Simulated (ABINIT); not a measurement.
# Ni (P6_3/mmc) in ABINIT: single point with PBEsol

Aim: the single point of Ni with PBEsol.

Program: ABINIT 10.8.3 (patched build). These are calculated values, not measurements. Logs are shortened: lines on timing, memory, paths and dates and some standing lists are left out, and cuts for length are marked. The log counts tension as positive stress, the text compression.

**1. The structure**

Symmetry: P6_3/mmc, No. 194, hexagonal system. Conventional cell: a = 2.448 Å, b = 2.448 Å, c = 4.073 Å, α = 90.00°, β = 90.00°, γ = 120.00°. Ni (site symmetry -6m2) has 12 Ni at 2.45 to 2.48 Å as nearest neighbours.

This isn't the form of Ni at room conditions, which is fcc.

**2. Single point, PBEsol, collinear spin, ferromagnetic start**

Contents of run.abi:

```
# Pseudopotentials
pp_dirpath "./"
pseudos "Ni.GGA_PBE-JTH.xml"

# Structure
acell 4.6260928237 4.6260928238 7.6964908656
rprim
     1.0000000000     0.0000000000     0.0000000000
    -0.5000000000     0.8660254038     0.0000000000
     0.0000000000     0.0000000000     1.0000000000
ntypat 1
znucl 28
natom 2
typat 1 1
xred
     0.6666666667     0.3333333333     0.7500000000
     0.3333333333     0.6666666667     0.2500000000

# Plane-wave basis
ecut 41.0
pawecutdg 63.0
pawxcdev 0

# k points
kptopt 1
ngkpt 12 12 7
nshiftk 1
shiftk 0.0 0.0 0.0

# Exchange and correlation
ixc -116133

# Bands and occupations
nband 23
occopt 3
tsmear 0.00183747

# Spin
nsppol 2
spinat
     0.0000000000     0.0000000000     2.5000000000
     0.0000000000     0.0000000000     2.5000000000

# SCF cycle
nstep 100
tolvrs 1.0e-9

# Output
iomode 3
prtwf 0
prtden 0
prteig 0
prtebands 0
```

Potentials or basis: JTH PAW PBE v2.0.

Run with:

```sh
$ abinit run.abi > log 2>&1
```

run.abo:

```text
.Version 10.8.3 of ABINIT
 Symmetries : space group P6_3/m m c (#194); Bravais hP (primitive hexag.)
================================================================================
 Values of the parameters that define the memory need of the present run
     intxc =       0    ionmov =       0      iscf =      17    lmnmax =      18
     lnmax =       6     mgfft =      48  mpssoang =       3    mqgrid =    3001
     natom =       2  nloc_mem =       2    nspden =       2   nspinor =       1
    nsppol =       2      nsym =      24    n1xccc =       1    ntypat =       1
    occopt =       3   xclevel =       2
       mpw =        1822          nfft =       43200          nkpt =          76
 PAW method is used; the additional fine FFT grid is defined by:
   mgfftf=        60    nfftf =     77760
================================================================================
================================================================================

--------------------------------------------------------------------------------
------------- Echo of variables that govern the present computation ------------
--------------------------------------------------------------------------------
 -outvars: echo values of preprocessed input variables --------
            acell      4.6260928237E+00  4.6260928238E+00  7.6964908656E+00 Bohr
              amu      5.86900000E+01
             ecut      4.10000000E+01 Hartree
                       outvar_i_n : Printing only first  50 k-points.
              ixc     -116133
                       outvar_i_n : Printing only first  50 k-points.
         kptrlatt       12    0    0      0   12    0      0    0    7
          kptrlen      5.38754361E+01
            natom           2
            nband          23
            ngfft          30      30      48
          ngfftdg          36      36      60
             nkpt          76
           nspden           2
           nsppol           2
            nstep         100
             nsym          24
           ntypat           1
                       prtocc : prtvol=0, do not print more k-points.
                       1.000000  1.000000  1.000000  1.000000  1.000000  1.000000
                       1.000000  1.000000  1.000000  1.000000  1.000000  1.000000
                       1.000000  1.000000  1.000000  1.000000  1.000000  1.000000
                       0.000000  0.000000  0.000000  0.000000  0.000000
                       1.000000  1.000000  1.000000  1.000000  1.000000  1.000000
                       1.000000  1.000000  1.000000  1.000000  1.000000  1.000000
                       1.000000  1.000000  1.000000  1.000000  1.000000  1.000000
                       0.000000  0.000000  0.000000  0.000000  0.000000
                       1.000000  1.000000  1.000000  1.000000  1.000000  1.000000
                       1.000000  1.000000  1.000000  1.000000  1.000000  1.000000
                       1.000000  1.000000  1.000000  1.000000  1.000000  1.000000
                       0.000000  0.000000  0.000000  0.000000  0.000000
                       1.000000  1.000000  1.000000  1.000000  1.000000  1.000000
                       1.000000  1.000000  1.000000  1.000000  1.000000  1.000000
                       1.000000  1.000000  1.000000  1.000000  1.000000  1.000000
                       0.000000  0.000000  0.000000  0.000000  0.000000
                       1.000000  1.000000  1.000000  1.000000  1.000000  1.000000
[... 168 lines left out ...]
                       1.000000  1.000000  1.000000  1.000000  1.000000  1.000000
                       1.000000  1.000000  1.000000  1.000000  1.000000  1.000000
                       0.000000  0.000000  0.000000  0.000000  0.000000
                       1.000000  1.000000  1.000000  1.000000  1.000000  1.000000
                       1.000000  1.000000  1.000000  1.000000  1.000000  1.000000
                       1.000000  1.000000  1.000000  1.000000  1.000000  1.000000
                       0.000000  0.000000  0.000000  0.000000  0.000000
                       1.000000  1.000000  1.000000  1.000000  1.000000  1.000000
                       1.000000  1.000000  1.000000  1.000000  1.000000  1.000000
                       1.000000  1.000000  1.000000  1.000000  1.000000  1.000000
                       0.000000  0.000000  0.000000  0.000000  0.000000
                       1.000000  1.000000  1.000000  1.000000  1.000000  1.000000
                       1.000000  1.000000  1.000000  1.000000  1.000000  1.000000
                       1.000000  1.000000  1.000000  1.000000  1.000000  1.000000
                       0.000000  0.000000  0.000000  0.000000  0.000000
                       prtocc : prtvol=0, do not print more k-points.
           occopt           3
        pawecutdg      6.30000000E+01 Hartree
         pawxcdev           0
           prtden           0
        prtebands           0
           prteig           0
            prtwf           0
            rprim      1.0000000000E+00  0.0000000000E+00  0.0000000000E+00
                      -5.0000000000E-01  8.6602540380E-01  0.0000000000E+00
                       0.0000000000E+00  0.0000000000E+00  1.0000000000E+00
          spgroup         194
           spinat      0.0000000000E+00  0.0000000000E+00  2.5000000000E+00
                       0.0000000000E+00  0.0000000000E+00  2.5000000000E+00
           tolvrs      1.00000000E-09
           tsmear      1.83747000E-03 Hartree
            typat      1  1
           useylm           1
                       outvars : Printing only first  50 k-points.
           xangst      1.2240114481E+00  7.0668333907E-01  3.0546056754E+00
                      -1.7639245558E-11  1.4133666781E+00  1.0182018918E+00
            xcart      2.3130464118E+00  1.3354379686E+00  5.7723681492E+00
                      -3.3333343172E-11  2.6708759372E+00  1.9241227164E+00
             xred      6.6666666667E-01  3.3333333333E-01  7.5000000000E-01
                       3.3333333333E-01  6.6666666667E-01  2.5000000000E-01
            znucl       28.00000

================================================================================

 chkinp: Checking input parameters for consistency.

[... 82 lines left out ...]
etotal    :  -3.41535167E+02
entropy   :   0.00000000E+00
fermie    :   4.35493724E-01
cartesian_stress_tensor: # hartree/bohr^3
- [  2.77704663E-05,   9.71586088E-13,   0.00000000E+00, ]
- [  9.71586088E-13,   2.77704601E-05,   0.00000000E+00, ]
- [  0.00000000E+00,   0.00000000E+00,   1.63363569E-04, ]
pressure_GPa:  -2.1468E+00
xred      :
- [  6.6667E-01,   3.3333E-01,   7.5000E-01, Ni]
- [  3.3333E-01,   6.6667E-01,   2.5000E-01, Ni]
cartesian_forces: # hartree/bohr
- [  0.00000000E+00,   0.00000000E+00,  -0.00000000E+00, ]
- [  0.00000000E+00,   0.00000000E+00,  -0.00000000E+00, ]
force_length_stats: {min:   0.00000000E+00, max:   0.00000000E+00, mean:   0.00000000E+00, }
...

 Integrated electronic and magnetization densities in atomic spheres:
 ------------------------------------------------------------------------------------------------------------
 Radius=ratsph(iatom), smearing ratsm=  0.0000. Diff(up-dn)=approximate z local magnetic moment.
    Atom    Radius    up_density   dn_density  Total(up+dn)  Diff(up-dn)
    1 Ni   1.81432     8.266377     7.579652     15.846029     0.686724
    2 Ni   1.81432     8.266377     7.579652     15.846029     0.686724
 ------------------------------------------------------------------------------------------------------------
  Sum:                16.532754    15.159305     31.692058     1.373449
 Total magnetization (from the atomic spheres):                1.373449
 Total magnetization (exact up - dn):                          1.298201

================================================================================

 ----iterations are completed or convergence reached----

 Mean square residual over all n,k,spin=   40.553E-08; max=  31.055E-05
 reduced coordinates (array xred) for    2 atoms
       0.666666666667      0.333333333333      0.750000000000
       0.333333333333      0.666666666667      0.250000000000
 rms dE/dt=  3.1092E-28; max dE/dt=  5.3853E-28; dE/dt below (all hartree)
    1       0.000000000000      0.000000000000      0.000000000000
    2       0.000000000000      0.000000000000      0.000000000000

 cartesian coordinates (angstrom) at end:
    1      1.22401144807277     0.70668333906906     3.05460567542669
    2     -0.00000000001764     1.41336667813813     1.01820189180890

 cartesian forces (hartree/bohr) at end:
    1      0.00000000000000     0.00000000000000    -0.00000000000000
    2      0.00000000000000     0.00000000000000    -0.00000000000000
 frms,max,avg= 0.0000000E+00 0.0000000E+00   0.000E+00  0.000E+00  0.000E+00 h/b

 cartesian forces (eV/Angstrom) at end:
    1      0.00000000000000     0.00000000000000    -0.00000000000000
    2      0.00000000000000     0.00000000000000    -0.00000000000000
 frms,max,avg= 0.0000000E+00 0.0000000E+00   0.000E+00  0.000E+00  0.000E+00 e/A
 length scales=  4.626092823700  4.626092823800  7.696490865600 bohr
              =  2.448022896163  2.448022896216  4.072807567236 angstroms
 Fermi (or HOMO) energy (hartree) =   0.43549   Average Vxc (hartree)=  -0.50052
 Magnetization (Bohr magneton)=  1.29820235E+00
 Total spin up =  1.86491012E+01   Total spin down =  1.73508988E+01
 Eigenvalues (hartree) for nkpt=  76  k points, SPIN UP:
 kpt#   1, nband= 23, wtk=  0.00099, kpt=  0.0000  0.0000  0.0000 (reduced coord)
  -3.36618   -3.36486   -1.91803   -1.91191   -1.91191   -1.91075   -1.91075   -1.90947
   0.08928    0.24669    0.33897    0.34498    0.34498    0.35483    0.35483    0.37377
   0.37377    0.40854    0.40854    0.41040    0.63728    1.27466    1.35682
      occupation numbers for kpt#   1
   1.00000    1.00000    1.00000    1.00000    1.00000    1.00000    1.00000    1.00000
   1.00000    1.00000    1.00000    1.00000    1.00000    1.00000    1.00000    1.00000
   1.00000    1.00000    1.00000    1.00000    0.00000    0.00000    0.00000
 prteigrs : prtvol=0 or 1, do not print more k-points.

 Eigenvalues (hartree) for nkpt=  76  k points, SPIN DOWN:
 kpt#   1, nband= 23, wtk=  0.00099, kpt=  0.0000  0.0000  0.0000 (reduced coord)
  -3.33506   -3.33370   -1.88837   -1.88121   -1.88121   -1.88001   -1.88001   -1.87949
   0.08895    0.26159    0.36527    0.37062    0.37062    0.38118    0.38118    0.39910
   0.39910    0.40933    0.43543    0.43543    0.65359    1.27105    1.36000
      occupation numbers for kpt#   1
   1.00000    1.00000    1.00000    1.00000    1.00000    1.00000    1.00000    1.00000
   1.00000    1.00000    1.00000    1.00000    1.00000    1.00000    1.00000    1.00000
   1.00000    1.00000    0.50804    0.50804    0.00000    0.00000    0.00000
 prteigrs : prtvol=0 or 1, do not print more k-points.

--- !EnergyTerms
iteration_state     : {dtset: 1, }
comment             : Components of total free energy in Hartree
kinetic             :  5.78414081059051E+01
hartree             :  7.86182145877976E+01
xc                  : -1.31981468108696E+01
Ewald energy        : -2.25636198883345E+02
psp_core            :  1.11006928332796E+01
local_psp           : -2.38664103125168E+02
PAW spherical_terms : -1.15957698331557E+01
internal            : -3.41533903125556E+02
'-kT*entropy'       : -1.27528614177201E-03
total_energy        : -3.41535178411698E+02
total_energy_eV     : -9.29364565635074E+03
...

--- !EnergyTermsDC
iteration_state     : {dtset: 1, }
comment             : '"Double-counting" decomposition of free energy'
band_energy         : -2.92724031070879E+01
Ewald energy        : -2.25636198883345E+02
psp_core            :  1.11006928332796E+01
xc_dc               : -7.45571991180866E+01
PAW spherical_terms : -2.31687834226500E+01
internal            : -3.41533891697890E+02
'-kT*entropy'       : -1.27528614177201E-03
total_energy_dc     : -3.41535166984032E+02
total_energy_dc_eV  : -9.29364534538811E+03
...

--- !EnergyTermsWithPAWCore
iteration_state     : {dtset: 1, }
comment             : 'Components of total free energy, including PAW core contributions'
Total energy        : -3.03903758958180E+03
Total energy DC     : -3.03903757815413E+03
Total energy (eV)   : -8.26964256661653E+04
Total energy DC (eV): -8.26964253552027E+04
...

 Cartesian components of stress tensor (hartree/bohr^3)
  sigma(1 1)=  2.77704663E-05  sigma(3 2)=  0.00000000E+00
  sigma(2 2)=  2.77704601E-05  sigma(3 1)=  0.00000000E+00
  sigma(3 3)=  1.63363569E-04  sigma(2 1)=  9.71586088E-13

-Cartesian components of stress tensor (GPa)         [Pressure= -2.1468E+00 GPa]
- sigma(1 1)=  8.17035327E-01  sigma(3 2)=  0.00000000E+00
- sigma(2 2)=  8.17035145E-01  sigma(3 1)=  0.00000000E+00
- sigma(3 3)=  4.80632215E+00  sigma(2 1)=  2.85850496E-08

== END DATASET(S) ==============================================================
================================================================================

 -outvars: echo values of variables after computation  --------
            acell      4.6260928237E+00  4.6260928238E+00  7.6964908656E+00 Bohr
           etotal     -3.4153516698E+02
            fcart      0.0000000000E+00  0.0000000000E+00 -0.0000000000E+00
                       0.0000000000E+00  0.0000000000E+00 -0.0000000000E+00
            rprim      1.0000000000E+00  0.0000000000E+00  0.0000000000E+00
                      -5.0000000000E-01  8.6602540380E-01  0.0000000000E+00
                       0.0000000000E+00  0.0000000000E+00  1.0000000000E+00
           strten      2.7770466300E-05  2.7770460137E-05  1.6336356938E-04
                       0.0000000000E+00  0.0000000000E+00  9.7158608770E-13
           xangst      1.2240114481E+00  7.0668333907E-01  3.0546056754E+00
                      -1.7639245558E-11  1.4133666781E+00  1.0182018918E+00
             xred      6.6666666667E-01  3.3333333333E-01  7.5000000000E-01
                       3.3333333333E-01  6.6666666667E-01  2.5000000000E-01
 Calculation completed.
```

Wall time 4.5 min (1 thread of Arm Neoverse V1, shared host); peak memory 0.25 GiB.

Results:

```
Free energy                                           : -9293.6453 eV
Pressure                                              : -2.1 GPa
Band gap on the k mesh                                : none (metal or under the smearing width)
Net moment                                            : 1.30 μB per cell
Site moments                                          : Ni +0.69 μB
Valence electrons inside the program's atomic spheres : Ni 15.85 (radii [0.9601] Å)
```

Levels at points of the mesh, in eV from the Fermi level:
Spin up:
```csv
k point,band 16,band 17,band 18,band 19,band 20,band 21,band 22,band 23
"(0.00, 0.00, 0.00)",-1.68,-1.68,-0.73,-0.73,-0.68,5.49,22.83,25.07
"(0.50, 0.00, 0.00)",-0.60,-0.57,-0.49,1.16,3.10,9.30,9.83,12.41
```
Spin down:
```csv
k point,band 15,band 16,band 17,band 18,band 19,band 20,band 21,band 22
"(0.00, 0.00, 0.00)",-1.48,-0.99,-0.99,-0.71,0.00,0.00,5.93,22.74
"(0.50, 0.00, 0.00)",-1.50,0.18,0.19,0.32,1.67,3.50,9.45,9.97
```

Caveat: the PAW data sets were made with another functional, which shifts forces and pressure a little.

**3. For comparison**

An earlier run on the cell as given: functional PBEsol; potentials or basis JTH PAW PBE v2.0; cutoff 1116 eV; k mesh 12 × 12 × 7; occupations fermi-dirac, width 0.05 eV; collinear spin, ferromagnetic start; starting moments [1.0, 1.0] μB.

* Pressure: -2.2 GPa
* Band gap on the k mesh: none (metal or under the smearing width)
* Net moment: 1.30 μB per cell
* Site moments: Ni +0.69 μB
* Valence electrons inside the program's atomic spheres: Ni 15.85 (radii [0.9601] Å)
